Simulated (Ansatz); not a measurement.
Runs of Ansatz 0.2.0 on ZnCu. It takes space group Pm-3m (No. 221, cubic). The conventional cell has a = 2.945 Å, b = 2.945 Å, c = 2.945 Å, α = 90.00°, β = 90.00°, γ = 90.00°. Around Zn (site symmetry m-3m) lie 8 Cu at 2.55 Å. Cu (site symmetry m-3m) is surrounded by 8 Zn at 2.55 Å. 

```tsv
level	gap on the mesh (eV)	pressure (GPa)	relaxed volume (Å³/atom)
PBEsol+D3(BJ)-ATM	none	0.0	11.92
PBEsol+D4	none	0.0	12.04
PBEsol+D3(BJ)	none	0.0	11.78
PBEsol	none	0.0	(a)
```

Alike in all rows: task relaxation of cell and atoms; potentials or basis Ansatz PAW; no spin polarisation; cell relaxed; k mesh 9 × 9 × 9; cutoff (eV) 420; smearing fermi-dirac 0.05 eV.

Estimate the missing entries.

(a) 12.32.

Caveats: the plane-wave basis is chosen anew once the cell has moved, so the energies of steps on either side of that aren't comparable; the PAW data sets come from PBE, with cores solved anew for the run's functional, which leaves a small shift of forces and pressure; pairwise dispersion overbinds metals, which lowers pressure and volume (some runs).

A gap of «none» marks a metal or a gap under the smearing width.
